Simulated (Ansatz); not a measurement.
# InSe: the cost of one run

Program: Ansatz 0.2.0. Level of theory: DFT PBE+D3(BJ), scalar-relativistic, plane waves, PAW. These are calculated values, not measurements.

A COD entry behind a cell of this session may itself be a prediction, so a difference from it is no test against experiment.

2 further runs of the same task are left out: 2 set aside as unsound or not needed.

## Step 1: The structure to begin with

The structure is trigonal, space group R3m (No. 160). The conventional cell has a = 4.036 Å, b = 4.036 Å, c = 24.910 Å, α = 90.00°, β = 90.00°, γ = 120.00°. In (site symmetry 3m) is surrounded by 3 Se at 2.66 Å and 1 In at 2.79 Å. Se (site symmetry 3m) has 3 In at 2.66 Å in its first shell of neighbours.

Structure file:

```xyz
4
Lattice="2.0182 1.1652 8.3033 -2.0182 1.1652 8.3033 0.0000 -2.3304 8.3033" Properties=species:S:1:pos:R:3 pbc="T T T"
In    0.0000    0.0000    0.0012
In    0.0000    0.0000    2.7943
Se    0.0000    0.0000   15.3231
Se    0.0000    0.0000   20.6837
```

This cell was relaxed beforehand with the same method: volume 29.29 Å³/atom, gap on the mesh 0.30 eV.

The bulk reference comes from a run made before at the same settings: -5534.2708 eV/atom.

## Step 2: Cutting the (012) slab

Planes are indexed in the bulk's conventional cell (R3m (No. 160)), a = 4.036 Å, b = 4.036 Å, c = 24.910 Å, α = 90.00°, β = 90.00°, γ = 120.00°.

Cut from the relaxed bulk: a (012) slab, 12.3 Å thick as cut, with 15 Å of vacuum; its outer planes are In (top) and Se (bottom).

The slab as cut. Its planes from the bottom up:

| plane | atoms per cell | height over the lowest (Å) |
| --- | --- | --- |
| 1 | Se | 0.00 |
| 2 | InSe | 1.46 |
| 3 | In | 2.22 |
| 4 | Se | 3.37 |
| 5 | InSe | 4.82 |
| 6 | In | 5.59 |
| 7 | Se | 6.73 |
| 8 | InSe | 8.19 |
| 9 | In | 8.95 |
| 10 | Se | 10.10 |
| 11 | InSe | 11.56 |
| 12 | In | 12.32 |

## Step 3: The slab as cut, atoms at the bulk's places

A dipole layer in the vacuum cancels the field that periodic copies would set up if the slab's two faces differ.

The input, input.yaml:

```yaml
crystal:
  lattice:
    - [4.0363944497, 0.0, 0.0]
    - [0.0, 8.6241541175, 0.0]
    - [0.0, 0.0, 27.3199688879]
  atoms:
    - { symbol: Se, position: [0.0, 0.4718226383, 0.2745244708] }
    - { symbol: Se, position: [0.0, 0.0702783632, 0.3275456357] }
    - { symbol: In, position: [0.5, 0.5785150998, 0.3282753829] }
    - { symbol: In, position: [0.5, 0.8903401359, 0.3559020326] }
    - { symbol: Se, position: [0.5, 0.362294883, 0.3977156363] }
    - { symbol: Se, position: [0.5, 0.9607506079, 0.4507368013] }
    - { symbol: In, position: [0.0, 0.4689873445, 0.4514665484] }
    - { symbol: In, position: [0.0, 0.7808123806, 0.4790931982] }
    - { symbol: Se, position: [0.0, 0.2527671277, 0.5209068018] }
    - { symbol: Se, position: [0.0, 0.8512228526, 0.5739279668] }
    - { symbol: In, position: [0.5, 0.3594595893, 0.574657714] }
    - { symbol: In, position: [0.5, 0.6712846254, 0.6022843637] }
    - { symbol: Se, position: [0.5, 0.1432393724, 0.6440979674] }
    - { symbol: Se, position: [0.5, 0.7416950973, 0.6971191324] }
    - { symbol: In, position: [0.0, 0.249931834, 0.6978488795] }
    - { symbol: In, position: [0.0, 0.5617568701, 0.7254755292] }
basis:
  ecutwfc: 420
kpoints:
  mp_grid: { grid: [9, 4, 1] }
hamiltonian:
  xc: pbe
  dispersion: d3bj
scf:
  occupations: { method: gaussian, width: 0.05 }
output:
  forces: true
  stress: true
  eigenvalues: true
efield:
  axis: 3
  dipole_correction: true
  ramp_width: 0.04
```

Started as:

```bash
$ ansatz run input.yaml --threads 2 --pin off --max-ram 5120MiB --backend cpu --events-out ev --progress --plain --runs-dir out
```

What time and memory should one allow on 2 threads of Intel Xeon 6975P-C (Granite Rapids), shared host?

About 73 s, with a peak of 2.4 GiB.
